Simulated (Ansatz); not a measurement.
Ca: equation of state with PBEsol

Ca:

```
Ca
1.0
     0.00000    2.79420    2.79420
     2.79420    0.00000    2.79420
     2.79420    2.79420    0.00000
Ca
1
Direct
  0.00000 0.00000 0.00000
```

| Property | Result |
| --- | --- |
| Program | Ansatz 0.2.0 |
| Task | equation of state |
| Functional | PBEsol |
| Potentials or basis | Ansatz PAW earlier set |
| Cutoff | 520 eV |
| Density cutoff | 2080 eV |
| k mesh | 8 × 8 × 8 |
| Occupations | fermi-dirac, width 0.05 eV |
| Spin | no spin polarisation |

```
Equilibrium volume : 40.54 Å³/atom (rough: see the caveat)
Bulk modulus       : 18.0 GPa (rough)
```

Energy against volume, from the lowest point:
```
volume (Å³/atom)  energy (meV/atom)
          41.014               0.00
          41.886               2.08
          42.759               5.99
          43.632              11.56
          44.504              18.66
          45.377              27.15
          46.250              36.89
```

All runs of the series together: 14 s on 2 threads of AMD EPYC 7571 (shared host).

Caveat: the minimum lies outside the volumes run.
